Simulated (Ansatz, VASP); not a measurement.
**Two plane-wave programs on KBr**

```
K Br
1.0
     3.16718    3.16718    0.00000
    -3.16718    3.16718    0.00000
     0.00000    3.16718    3.16718
K Br
1 1
Direct
  0.00000 0.00000 0.00000
  0.50000 0.50000 0.00000
```

Alike in both runs: functional PBEsol; k mesh 6 × 6 × 6; no spin polarisation.

Ansatz relaxed the structure, and its values are those at the end. VASP's run is a single point on that final structure, the one shown.

|  | VASP | Ansatz |
| --- | --- | --- |
| version | VASP 6.6.1 | Ansatz 0.2.0 |
| potentials or method | VASP PAW PBE potentials, release 64 (K_sv, Br) | PAW with Ansatz's default frozen-core files, scalar-relativistic |
| plane-wave cutoff (eV) | 520 | 420 |
| occupations | gaussian, width 0.01 eV | fixed |
| valence electrons in the cell | 16 | 16 |

Ansatz gave:

- gap on the k mesh at the Fermi level (eV): 4.61
- pressure (GPa): 2.0

**Question.** What did VASP give for the same quantities?

**Answer.** gap on the k mesh at the Fermi level (eV): 4.61; pressure (GPa): 2.1.

Caveats: the PAW data sets were made with another functional, which shifts forces and pressure a little (VASP).
